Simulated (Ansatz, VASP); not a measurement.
One calculation of AlN, two programs

INCAR

```
SYSTEM = AlN
PREC     = Accurate       ! precision mode
ENCUT    = 520            ! plane-wave cutoff, eV
EDIFF    = 1E-6           ! SCF threshold, eV
ISMEAR   = 0              ! smearing method
SIGMA    = 0.05           ! smearing width, eV
LREAL    = .FALSE.        ! projectors in reciprocal space
LASPH    = .TRUE.         ! aspherical terms in the spheres
NELM     = 60             ! most SCF steps
ALGO     = Normal         ! electronic algorithm
ISIF     = 2              ! what is computed and relaxed
LWAVE    = .FALSE.        ! write WAVECAR
LCHARG   = .FALSE.        ! write CHGCAR
GGA      = PE             ! functional
NBANDS   = 26             ! bands
```

KPOINTS

```
regular mesh
0
G
  8 6 4
  0 0 0
```

The input POSCAR:

```
AlN
1.0
   -3.1302395625      0.0000000000      0.0000000000
    0.0000000000      0.0000000000     -5.0179796543
    0.0000000000     -5.4217339621      0.0000000000
Al N
4 4
Direct
    0.4520803450      0.9982712825      0.1666666667
    0.0479196550      0.9982712825      0.6666666667
   -0.0479196550      0.4982712825      0.3333333333
    0.5479196550      0.4982712825      0.8333333333
    0.4567215977      0.6167287175      0.1666666667
    0.0432784023      0.6167287175      0.6666666667
   -0.0432784023      0.1167287175      0.3333333333
    0.5432784023      0.1167287175      0.8333333333
```

Input for Ansatz:

```yaml
crystal:
  lattice:
    - [-3.1302395625, 0.0, 0.0]
    - [0.0, 0.0, -5.0179796543]
    - [0.0, -5.4217339621, 0.0]
  atoms:
    - { symbol: Al, position: [0.452080345, 0.9982712825, 0.1666666667] }
    - { symbol: Al, position: [0.047919655, 0.9982712825, 0.6666666667] }
    - { symbol: Al, position: [-0.047919655, 0.4982712825, 0.3333333333] }
    - { symbol: Al, position: [0.547919655, 0.4982712825, 0.8333333333] }
    - { symbol: "N", position: [0.4567215977, 0.6167287175, 0.1666666667] }
    - { symbol: "N", position: [0.0432784023, 0.6167287175, 0.6666666667] }
    - { symbol: "N", position: [-0.0432784023, 0.1167287175, 0.3333333333] }
    - { symbol: "N", position: [0.5432784023, 0.1167287175, 0.8333333333] }
basis:
  ecutwfc: 420
kpoints:
  mp_grid: { grid: [8, 6, 4] }
hamiltonian:
  xc: pbe
scf:
  occupations: { method: gaussian, width: 0.05 }
output:
  forces: true
  stress: true
  eigenvalues: true
```

Change from the starting cell: mode 4 (223.6 1/cm) frozen in, largest displacement -0.150 Å.

Alike in both runs: task single point; functional PBE; k mesh 8 × 6 × 4; occupations gaussian, width 0.05 eV; no spin polarisation.

|  | VASP | Ansatz |
| --- | --- | --- |
| version | VASP 6.6.1 | Ansatz 0.2.0 |
| potentials or method | VASP PAW PBE potentials, release 64 (Al, N) | scalar-relativistic, plane waves, PAW |
| plane-wave cutoff (eV) | 520 | 420 |
| valence electrons in the cell | 32 | 32 |

```tsv
	VASP	Ansatz	Ansatz less VASP
gap on the k mesh at the Fermi level (eV)	3.92	3.91	-0.008
least direct gap on the mesh (eV)	3.92	3.91	-0.008
pressure (GPa)	-1.0	-0.7	+0.27
largest component of the traceless stress (GPa)	1.18	1.19	+0.009
rms of the force components (eV/Å)	0.350	0.349	-0.0017
```

Atom by atom the forces differ by 0.002 eV/Å (rms over components). The functional is the same, so the differences come from potentials, cutoffs and numerics.
